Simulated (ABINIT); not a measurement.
The system is Ti3Al.

```
CELL_PARAMETERS angstrom
2.92754 0.00000 0.00000
-1.46377 2.53533 0.00000
0.00000 0.00000 9.22636
ATOMIC_POSITIONS crystal
Ti 0.33333 0.66667 0.24941
Ti 0.33333 0.66667 0.75059
Ti 0.66667 0.33333 0.00000
Al 0.66667 0.33333 0.50000
```

The cell comes from a database or a generator and needn't be the stable form of this composition.

| Quantity | Value |
| --- | --- |
| Program | ABINIT 10.8.3 (patched build) |
| Task | relaxation of cell and atoms |
| Functional | PBEsol |
| Potentials or basis | PseudoDojo NC SR PBEsol v0.4.1 standard |
| Cutoff | 1143 eV |
| k mesh | 6 × 6 × 2 |
| Occupations | fermi-dirac, width 0.05 eV |
| Spin | no spin polarisation |

At the start: pressure -3.3 GPa; volume 17.12 Å³/atom.

Problem. How do energy, volume and symmetry change on relaxing?

Solution. Over 10 steps the energy falls by 5.7 meV/atom and the volume is 16.59 Å³/atom (-3.1 %); space group P-6m2 (No. 187, to 0.05 Å).

The path:
```tsv
step	energy change (eV)	largest force (eV/Å)	pressure (GPa)	volume (Å³)
1	0.0000	0.0111	-3.32	68.48
2	-0.0122	0.0013	-2.25	67.79
3	-0.0222	0.0206	0.09	66.37
4	-0.0224	0.0202	0.04	66.40
5	-0.0228	0.0189	-0.05	66.42
6	-0.0228	0.0174	-0.01	66.40
7	-0.0228	0.0138	0.02	66.37
8	-0.0228	0.0075	0.03	66.36
9	-0.0228	0.0014	0.02	66.37
10	-0.0228	0.0003	0.01	66.38
```

Final structure:
```
CELL_PARAMETERS angstrom
2.88993 0.00000 0.00000
-1.44497 2.50276 0.00000
0.00000 0.00000 9.17746
ATOMIC_POSITIONS crystal
Ti 0.33333 0.66667 0.24981
Ti 0.33333 0.66667 0.75019
Ti 0.66667 0.33333 0.00000
Al 0.66667 0.33333 0.50000
```

Caveat: the k mesh is coarse (spacing up to 0.41 Å⁻¹), so the values aren't converged.
